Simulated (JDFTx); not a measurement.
A run of JDFTx 1.7.0 (patched build) is set up as follows.

File fluid.in:

```
lattice \
   17.0075351216     0.0000000000     0.0000000000 \
    0.0000000000    17.0075351216     0.0000000000 \
    0.0000000000     0.0000000000    20.7869873709
coords-type Lattice
ion Si     0.5014444400     0.5023333300     0.4153945000 1
ion S      0.5014444400     0.5023333300     0.5907873200 1

ion-species pseudo/Si.upf
ion-species pseudo/S.upf
elec-cutoff 26
elec-ex-corr gga-PW91
kpoint-folding 1 1 1
elec-n-bands 10
electronic-minimize nIterations 100 energyDiffThreshold 1e-06
fluid LinearPCM
pcm-variant LA12
fluid-solvent H2O
fluid-minimize nIterations 200 knormThreshold 1e-10
initial-state vacuum.$VAR
core-overlap-check none
forces-output-coords Cartesian

dump-name fluid.$VAR
dump End Ecomponents EigStats BandEigs Kpoints Forces
```

Potentials or basis: PseudoDojo-SR-PBE-0.5-standard with smoothed tails.

The run is started by

```sh
$ jdftx -c 1 -i fluid.in -o fluid.out
```

Task: Estimate the Loewdin charges.

Result: Si +0.54; S -0.41 e.

Task: What does it give for the solvation energy?

Result: -0.301 eV.

Task: What does it give for the largest force?

Result: 1.333 eV/Å.

Forces in eV/Å, atoms in the order of the input:
```
Si   0.000  0.000 -1.333
S    0.000  0.000  1.328
```

Caveat: forces may be off by hundredths of an eV/Å; the cores' own exchange energy is taken off the total, which shifts forces and pressure where cores overlap; forces in the liquid are good to some per cent; the liquid is a continuum model, checked here against plausible ranges alone; the potentials were made for another functional, which shifts forces and pressure.
